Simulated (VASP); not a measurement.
Zn, 6 atoms in the cell. The cell holds a slab with vacuum, 6 atoms: a = 2.617 Å, b = 2.619 Å, c = 27.159 Å, α = 90.00°, β = 90.00°, γ = 119.98°. The slab is cut from a database's or a generator's crystal, which needn't be the stable form of the element.

```yaml
Program: VASP 6.6.1
Task: work function
Functional: PBE
Potentials_or_basis: VASP PAW PBE potentials, release 64 (Zn)
Cutoff: 520 eV
k_mesh: 12 × 12 × 1
Occupations: fermi-dirac, width 0.05 eV
Spin: no spin polarisation
Dipole_correction: yes
Further_INCAR_settings: ALGO = Normal; EDIFF = 1e-07; EFIELD = -0.3
```

Potentials or basis: VASP PAW PBE potentials, release 64 (Zn).

The run is started by

```bash
$ cat potpaw_PBE.64/Zn/POTCAR > POTCAR
$ mpirun -np 1 vasp_std > vasp.out
```

Hardware: 1 thread of Intel(R) Xeon(R) Platinum 8559C (Emerald Rapids), with other jobs on the host.

Problem. Estimate the wall time of this run.

Solution. Wall time 13 min on 1 thread of Intel(R) Xeon(R) Platinum 8559C (Emerald Rapids) (shared host), peak memory 0.37 GiB. Counts: scf iterations 55, k points 43.
